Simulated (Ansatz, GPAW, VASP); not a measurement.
## One calculation of CsH, 3 ways

```
Cs H
1.0
     3.81841    0.00000    0.00000
     0.00000    3.81841    0.00000
     0.00000    0.00000    3.81841
Cs H
1 1
Direct
  0.00000 0.00000 0.00000
  0.50000 0.50000 0.50000
```

The cell comes from a database or a generator and needn't be the stable form of this composition.

Alike in all runs: task single point; functional LDA; k mesh 7 × 7 × 7; occupations gaussian, width 0.02 eV; no spin polarisation; no spin-orbit coupling. LDA stands for any of its common fits. Pressure is positive in compression and, in plane waves, holds the error of the finite cutoff, which Ansatz's Pulay term estimates and takes out.

```json
{"program and potentials": "Ansatz, Ansatz PAW", "plane-wave cutoff (eV)": "420", "notes": "potentials made for PBE, which Ansatz adapts in part; Pulay term of +0.03 GPa included", "pressure (GPa)": "-1.94"}
{"program and potentials": "GPAW, the program's PAW data sets (release 1.2.1) made for this functional", "plane-wave cutoff (eV)": "600", "notes": "-", "pressure (GPa)": "-1.89"}
{"program and potentials": "VASP, LDA PAW files Cs_sv, H, 520 eV", "plane-wave cutoff (eV)": "520", "notes": "-", "pressure (GPa)": "-1.89"}
```

The pressure spans -1.94 (Ansatz, Ansatz PAW) to -1.89 GPa (VASP, LDA PAW files Cs_sv, H, 520 eV).

Differences between rows come from potentials, basis sets and numerical settings, since the functional is the same but for its coding. Runs on potential files found faulty are left out.
